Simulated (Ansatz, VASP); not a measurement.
**C: VASP beside Ansatz**

```
C
1.0
     1.22805   -2.12706    0.00000
     1.22805    2.12706    0.00000
     0.00000    0.00000    7.17327
C
4
Direct
  0.91662 0.08338 0.76708
  0.41662 0.58338 0.24686
  0.08338 0.91662 0.24686
  0.58338 0.41662 0.75314
```

This is a stacking variant of graphite.

Alike in both runs: task single point; functional LDA; k mesh 15 × 15 × 5; occupations fermi-dirac, width 0.02 eV; no spin polarisation.

```csv
,VASP,Ansatz
version,VASP 6.6.1,Ansatz 0.2.0
potentials or method,"VASP PAW LDA potentials, release 64 (C)","scalar-relativistic, plane waves, PAW"
plane-wave cutoff (eV),520,600
valence electrons in the cell,16,16
```

VASP gave:

* pressure (GPa): -3.5
* largest component of the traceless stress (GPa): 1.47
* rms of the force components (eV/Å): 0.713

**Question.** Which values does Ansatz return?

**Answer.** Pressure (GPa): -4.2; largest component of the traceless stress (GPa): 2.34; rms of the force components (eV/Å): 0.718.

Atom by atom the forces differ by 0.004 eV/Å (rms over components). Ansatz warned: «stress_scf_threshold_loose».

Caveats: forces of over 1 eV/Å show positions far from the minimum, so gaps and moduli don't describe the material at rest.
